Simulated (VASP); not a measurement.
# NaF (Villiaumite) (Fm-3m) in VASP: notebook, part 2 of 3

VASP 6.6.1.

### 4 Band structure, RPBE+D3

Input file run.py:

```python
from ase.calculators.vasp import Vasp
from ase.dft.bandgap import bandgap
from ase.spacegroup import crystal

atoms = crystal(
    ['Na', 'F'],
    basis=[[0.0, 0.0, 0.0], [0.5, 0.0, 0.0]],
    spacegroup=225,
    setting=1,
    cellpar=[4.64, 4.64, 4.64, 90.0, 90.0, 90.0],
    primitive_cell=True,
)
calc = Vasp(
    directory='calc',
    xc='rpbe',
    pp='PBE',
    setups='materialsproject',
    prec='Accurate',
    encut=520,
    ediff=1e-06,
    ismear=-1,
    sigma=0.1,
    lreal=False,
    lasph=True,
    nelm=60,
    algo='Fast',
    isif=2,
    lwave=False,
    lcharg=True,
    ivdw=11,
    kpts=[10, 10, 10],
    gamma=True,
    nbands=14,
)
atoms.calc = calc

print('energy (eV):', atoms.get_potential_energy())
print('free energy (eV):', atoms.get_potential_energy(force_consistent=True))
efermi = calc.get_fermi_level()
print('Fermi level (eV):', efermi)
path = atoms.cell.bandpath(npoints=60, eps=1e-4)
print('path:', path.path)
calc.set(kpts=path.kpts, reciprocal=True, icharg=11, isym=0, lcharg=False)
calc.calculate(atoms)
print('gap on the path (eV):', bandgap(calc, efermi=efermi)[0])
print('direct gap on the path (eV):', bandgap(calc, efermi=efermi, direct=True)[0])
```

Potentials or basis: VASP PAW PBE potentials, release 64 (Na_pv, F).

Command:

```bash
> python run.py
```

Run time: 14 s. Hardware: 1 thread of Intel Xeon 6975P-C (Granite Rapids), shared host; peak memory 0.14 GiB.

Results (log left out):

```
Band gap along the path    : 6.60 eV, direct
Dispersion energy per atom : -0.261 eV
```

Levels at the corners of the path, in eV from the Fermi level:
| point | band 3 | band 4 | band 5 | band 6 | band 7 | band 8 | band 9 | band 10 | band 11 | band 12 |
| --- | --- | --- | --- | --- | --- | --- | --- | --- | --- | --- |
| Γ | -21.36 | -21.36 | -2.32 | -2.32 | -2.32 | 4.28 | 16.92 | 16.92 | 16.92 | 19.91 |
| X | -21.41 | -21.36 | -3.55 | -2.72 | -2.72 | 11.13 | 11.32 | 11.54 | 17.72 | 17.72 |
| W | -21.45 | -20.92 | -3.16 | -3.16 | -2.88 | 11.21 | 11.21 | 13.13 | 14.78 | 21.41 |
| K | -21.40 | -20.94 | -3.34 | -3.13 | -2.68 | 10.82 | 11.21 | 12.64 | 17.28 | 17.84 |
| Γ | -21.36 | -21.36 | -2.32 | -2.32 | -2.32 | 4.28 | 16.92 | 16.92 | 16.92 | 19.91 |
| L | -21.38 | -20.62 | -3.85 | -2.57 | -2.57 | 8.76 | 10.42 | 18.05 | 18.05 | 20.85 |
| U | -21.40 | -20.94 | -3.34 | -3.13 | -2.68 | 10.82 | 11.21 | 12.64 | 17.28 | 17.84 |
| W | -21.45 | -20.92 | -3.16 | -3.16 | -2.88 | 11.21 | 11.21 | 13.13 | 14.78 | 21.41 |
| L | -21.38 | -20.62 | -3.85 | -2.57 | -2.57 | 8.76 | 10.42 | 18.05 | 18.05 | 20.85 |
| K | -21.40 | -20.94 | -3.34 | -3.13 | -2.68 | 10.82 | 11.21 | 12.64 | 17.28 | 17.84 |
| U | -21.40 | -20.94 | -3.34 | -3.13 | -2.68 | 10.82 | 11.21 | 12.64 | 17.28 | 17.84 |
| X | -21.41 | -21.36 | -3.55 | -2.72 | -2.72 | 11.13 | 11.32 | 11.54 | 17.72 | 17.72 |

Caveat: the log is that of the step along the path at fixed density, whose energy, stress, charges and moments have no meaning; the PAW data sets were made with another functional, which shifts forces and pressure a little.

### 5 Density of states, LAK (cell strained at random at fixed volume)

Input file INCAR:

```
ALGO = Normal ; EDIFF = 1E-6
ENCUT = 520 ; ISIF = 2
ISMEAR = -5 ; LASPH = True
LCHARG = False ; LMIXTAU = True
LORBIT = 11 ; LREAL = False
LWAVE = False ; METAGGA = LAK
NEDOS = 2001 ; NELM = 60
PREC = Accurate ; SIGMA = 0.1
```

Input file KPOINTS:

```
k-points
0
Monkhorst-Pack
  10 10 10
```

Input file POSCAR:

```
NaF
3.3724
    0.011085280512      0.710451014115      0.703639248013
    0.681184023248      0.014879017910      0.699845510616
    0.676718657336      0.702191910805      0.019344383822
Na F
1 1
Direct
    0.0000000000      0.0000000000      0.0000000000
    0.5000000000      0.5000000000      0.5000000000
```

Potentials or basis: VASP PAW PBE potentials, release 64 (Na_pv, F).

Command:

```bash
> cat potpaw_PBE.64/Na_pv/POTCAR potpaw_PBE.64/F/POTCAR > POTCAR
> mpirun -np 1 vasp_std > vasp.out
```

OUTCAR:

```text
EDIFF = 1E-6
   ENCUT = 520
   ISIF = 2
   ISMEAR = -5
   LASPH = True
   LORBIT = 11
   LREAL = False
   METAGGA = LAK
   NELM = 60
   PREC = Accurate

 ion  position               nearest neighbor table
   1  0.000  0.000  0.000-   2 2.27   2 2.27   2 2.33   2 2.33
   2  0.500  0.500  0.500-   1 2.27   1 2.27   1 2.33   1 2.33

  LATTYP: Found a triclinic cell.
 ALAT       =     3.2572341058
 B/A-ratio  =     1.0014105762
 C/A-ratio  =     1.0353423185
 COS(alpha) =     0.0097449842
 COS(beta)  =     0.5067222712
 COS(gamma) =     0.5121974974

  Lattice vectors:

 A1 = (   2.2598410000,  -2.3457470000,  -0.0127940000)
 A2 = (   0.0150590000,  -2.3178940000,   2.2949220000)
 A3 = (  -0.0373840000,  -2.3959250000,  -2.3729530000)

Analysis of symmetry for initial positions (statically):
=====================================================================
 Subroutine PRICEL returns:
 Original cell was already a primitive cell.

 Routine SETGRP: Setting up the symmetry group for a
 triclinic supercell.

 Subroutine GETGRP returns: Found  2 space group operations
 (whereof  2 operations were pure point group operations)
 out of a pool of  2 trial point group operations.

The static configuration has the point symmetry S_2 .

Analysis of symmetry for dynamics (positions and initial velocities):
=====================================================================
 Subroutine PRICEL returns:
 Original cell was already a primitive cell.

 Routine SETGRP: Setting up the symmetry group for a
 triclinic supercell.

 Subroutine GETGRP returns: Found  2 space group operations
 (whereof  2 operations were pure point group operations)
 out of a pool of  2 trial point group operations.

The dynamic configuration has the point symmetry S_2 .

 Subroutine INISYM returns: Found  2 space group operations
[... 130 lines left out ...]
 non-spin polarized calculation
 Fermi weights with tetrahedron method with Bloechl corrections
  energy-cutoff  :      520.00
  volume of cell :       24.97
 maximum number of plane-waves:       685
 NGX is ok and might be reduce to    28
   NGX = 13   NGY = 13   NGZ = 13

 number of electron      14.0000000 magnetization

 Free energy of the ion-electron system (eV)
  ---------------------------------------------------
  ext. energy  EPLUGINS =         0.00000000
  ---------------------------------------------------
  free energy    TOTEN  =        -8.20276888 eV

  energy without entropy =       -8.20276888  energy(sigma->0) =       -8.20276888

 E-fermi :  -2.7372     XC(G=0):  -9.9756

 val. band max:       -2.7510168800   @ k =   0.0500   0.0500   0.0500
 cond. band min:       4.2070392314   @ k =   0.0500   0.0500   0.0500
 fundamental gap:      6.9580561113
 Fermi energy:        -2.7371786554

 k-point     1 :       0.0500    0.0500    0.0500
  band No.  band energies     occupation
      1     -23.7232      2.00000
      2     -22.4167      2.00000
      3     -22.4091      2.00000
      4     -22.3957      2.00000
      5      -2.9009      2.00000
      6      -2.7845      2.00000
      7      -2.7510      2.00000
      8       4.2070      0.00000
      9      15.7621      0.00000
     10      16.8404      0.00000
     11      17.1094      0.00000
[... 309 lines left out ...]
 k-point    24 :       0.3500    0.2500    0.0500
  band No.  band energies     occupation
      1     -23.7608      2.00000
      2     -22.4418      2.00000
      3     -22.4387      2.00000
      4     -22.2754      2.00000
      5      -3.8049      2.00000
      6      -3.0997      2.00000
      7      -3.0111      2.00000
      8       7.1553      0.00000
      9      12.2371      0.00000
     10      16.5738      0.00000
     11      17.4039      0.00000

 [... further k-points ...]

------------------------ aborting loop because EDIFF is reached ----------------------------------------

  FORCE on cell =-STRESS in cart. coord.  units (eV):
  Direction    XX          YY          ZZ          XY          YZ          ZX
  --------------------------------------------------------------------------------------
  -------------------------------------------------------------------------------------
  Total       -0.2351178     -0.7199698     -0.5844610     -0.0465856     -0.1236436     -0.1086082
  in kB      -15.0834936    -46.1881780    -37.4948911     -2.9886047     -7.9321022     -6.9675346
  external PRESSURE =     -32.9221875 kB  Pullay stress =       0.0000000 kB

 VOLUME and BASIS-vectors are now :
 -----------------------------------------------------------------------------
  energy-cutoff  :      520.00
  volume of cell :       24.97
      direct lattice vectors                 reciprocal lattice vectors
     0.037384000  2.395925000  2.372953000    -0.223659664  0.209671611  0.213238036
     2.297225000  0.050178000  2.360159000     0.218745325 -0.216743801  0.215395887
     2.282166000  2.368072000  0.065237000     0.221655245  0.214739381 -0.220310226

 POSITION                                       TOTAL-FORCE (eV/Angst)
 -----------------------------------------------------------------------------------
      0.00000      0.00000      0.00000         0.000000      0.000000      0.000000
      2.30839      2.40709      2.39917        -0.000000     -0.000000     -0.000000
 -----------------------------------------------------------------------------------
    total drift:                                0.000000      0.000000      0.000000

  FREE ENERGIE OF THE ION-ELECTRON SYSTEM (eV)
  ---------------------------------------------------
  free  energy   TOTEN  =        -8.2027688757 eV

  energy  without entropy=       -8.2027688757  energy(sigma->0) =       -8.20276888

 total charge

# of ion       s       p       d       tot
------------------------------------------
    1        0.045   5.995   0.000   6.040
    2        1.750   4.396   0.000   6.146
--------------------------------------------------
tot          1.796  10.391   0.000  12.187
```

OSZICAR:

```text
N       E                     dE             d eps       ncg     rms          rms(c)
DAV:   1     0.112066808721E+03    0.11207E+03   -0.84202E+03 11293   0.158E+03
DAV:   2    -0.573709147947E+01   -0.11780E+03   -0.11047E+03 11765   0.381E+02
DAV:   3    -0.120649031595E+02   -0.63278E+01   -0.63066E+01 12809   0.891E+01
DAV:   4    -0.121267103769E+02   -0.61807E-01   -0.61796E-01 12273   0.944E+00
DAV:   5    -0.121273946819E+02   -0.68431E-03   -0.68429E-03 12659   0.104E+00    0.444E+00
DAV:   6    -0.901151240953E+01    0.31159E+01   -0.12982E+00 12866   0.183E+01    0.191E+00
DAV:   7    -0.967662920543E+01   -0.66512E+00   -0.39259E+00 11027   0.225E+01    0.356E+00
DAV:   8    -0.890815538905E+01    0.76847E+00   -0.11245E-01 11486   0.497E+00    0.280E+00
DAV:   9    -0.826578598653E+01    0.64237E+00   -0.30698E+00 11006   0.192E+01    0.399E+00
DAV:  10    -0.816854675134E+01    0.97239E-01   -0.13169E+00 11000   0.118E+01    0.322E-01
DAV:  11    -0.819200688081E+01   -0.23460E-01   -0.23965E-02 11000   0.235E+00    0.397E-01
DAV:  12    -0.820182006571E+01   -0.98132E-02   -0.53634E-03 11096   0.110E+00    0.208E-01
DAV:  13    -0.819493277968E+01    0.68873E-02   -0.69195E-03 11084   0.107E+00    0.548E-02
DAV:  14    -0.820243541789E+01   -0.75026E-02   -0.25737E-03 11012   0.759E-01    0.138E-02
DAV:  15    -0.820274717538E+01   -0.31176E-03   -0.26817E-04 11630   0.287E-01    0.165E-02
DAV:  16    -0.820275537468E+01   -0.81993E-05   -0.58433E-06 12791   0.357E-02    0.106E-02
DAV:  17    -0.820276958464E+01   -0.14210E-04   -0.16631E-05 11120   0.492E-02    0.393E-03
DAV:  18    -0.820276887568E+01    0.70896E-06   -0.56597E-06 11105   0.365E-02
   1 F= -.82027689E+01 E0= -.82027689E+01  d E =0.000000E+00
```

Run time: 3.8 min. Hardware: 1 thread of Intel Xeon 6975P-C (Granite Rapids), shared host; peak memory 0.25 GiB.

Results:

```yaml
Free_energy: -8.2028 eV
Pressure: -3.3 GPa
Valence_electrons_inside_the_program's_atomic_spheres: Na 6.04; F 6.15
```

Stress tensor (GPa, compression positive):
```
-1.51 -0.30 -0.70
-0.30 -4.62 -0.79
-0.70 -0.79 -3.75
```

Levels at points of the mesh, in eV from the valence-band top:
| k point | band 5 | band 6 | band 7 | band 8 | band 9 | band 10 |
| --- | --- | --- | --- | --- | --- | --- |
| (0.05, 0.05, 0.05) | -0.15 | -0.03 | 0.00 | 6.96 | 18.51 | 19.59 |

States per cell in windows of 1 eV (zero at the valence-band top; states under -8 eV left out):
```tsv
from (eV)	total	F2_p	Na1_s	Na1_p	F2_s	Na1_d	F2_d
-8.0	0.00	0.00	0.00	0.00	0.00	0.00	0.00
-7.0	0.00	0.00	0.00	0.00	0.00	0.00	0.00
-6.0	0.00	0.00	0.00	0.00	0.00	0.00	0.00
-5.0	0.00	0.00	0.00	0.00	0.00	0.00	0.00
-4.0	0.00	0.00	0.00	0.00	0.00	0.00	0.00
-3.0	0.00	0.00	0.00	0.00	0.00	0.00	0.00
-2.0	1.76	1.19	0.03	0.02	0.00	0.00	0.00
-1.0	4.28	3.24	0.01	0.03	0.00	0.00	0.00
0.0	0.00	0.00	0.00	0.00	0.00	0.00	0.00
1.0	0.00	0.00	0.00	0.00	0.00	0.00	0.00
2.0	0.00	0.00	0.00	0.00	0.00	0.00	0.00
3.0	0.00	0.00	0.00	0.00	0.00	0.00	0.00
4.0	0.00	0.00	0.00	0.00	0.00	0.00	0.00
5.0	0.00	0.00	0.00	0.00	0.00	0.00	0.00
6.0	0.00	0.00	0.00	0.00	0.00	0.00	0.00
7.0	0.06	0.00	0.01	0.00	0.00	0.00	0.00
```

Caveat: the PAW data sets were made with another functional, which shifts forces and pressure a little.

[end of part 2 of 3]
